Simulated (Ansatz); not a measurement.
# Hf under compression and expansion

```cif
data_structure
_symmetry_space_group_name_H-M 'P 1'
_symmetry_Int_Tables_number 1
_cell_length_a 3.1967
_cell_length_b 3.1967
_cell_length_c 5.0578
_cell_angle_alpha 90.000
_cell_angle_beta 90.000
_cell_angle_gamma 120.000
_cell_volume 44.76
loop_
_atom_site_label
_atom_site_type_symbol
_atom_site_fract_x
_atom_site_fract_y
_atom_site_fract_z
_atom_site_occupancy
Hf1 Hf 0.33333 0.66667 0.25000 1
Hf2 Hf 0.66667 0.33333 0.75000 1
```

The runs use the primitive cell with vectors (3.197, 0.000, 0.000), (-1.598, 2.768, 0.000), (0.000, 0.000, 5.058) Å, to which the k mesh refers.

Conventional cell: a = 3.197 Å, b = 3.197 Å, c = 5.058 Å, α = 90.00°, β = 90.00°, γ = 120.00°. Hf (atom 1) is surrounded by 12 Hf at 3.13 to 3.20 Å.

The cell is COD entry 9008501, as deposited and not checked against the literature; nothing was relaxed.

No spin–orbit coupling, which matters for the heavy atoms here.

Levels of theory: DFT, PBE, all-electron LAPW, scalar-relativistic (Ansatz 0.2.0); DFT, PBE, PAW with Ansatz's default frozen-core files, scalar-relativistic (Ansatz 0.2.0).

For LAPW: a Γ-centred 13×13×7 k mesh, Fermi–Dirac smearing of 0.05 eV, basis error target 0.5 meV/atom, no spin polarisation. PAW takes a cutoff of 420 eV at this cell. The Ansatz runs share mesh, smearing and spin set-up. Plane-wave (PAW) pressures include the program's estimate of the Pulay term.

The cell above is scaled evenly, with fractional coordinates and shape held.

```csv
V/V(cell),V (Å³/atom),"P, LAPW (GPa)","P, PAW (GPa)","free energy over the lowest listed, PAW (meV/atom)"
0.9405,21.049,8.31,8.28,36.3
0.9700,21.709,4.34,4.32,10.5
1.0000,22.380,0.80,0.78,0.0
1.0300,23.052,-2.30,-2.31,3.3
1.0600,23.723,?,?,?
```

(1) Fill in the row V/V(cell) = 1.0600.

(2) What do Birch–Murnaghan fits to the pressures give?

Answers

(1) P, LAPW (GPa) = -5.02, P, PAW (GPa) = -5.03, free energy over the lowest listed, PAW (meV/atom) = 18.9.

(2) LAPW: V0 = 22.55 Å³/atom, B0 = 108 GPa, B0′ = 3.4; PAW: V0 = 22.54 Å³/atom, B0 = 107 GPa, B0′ = 3.4.
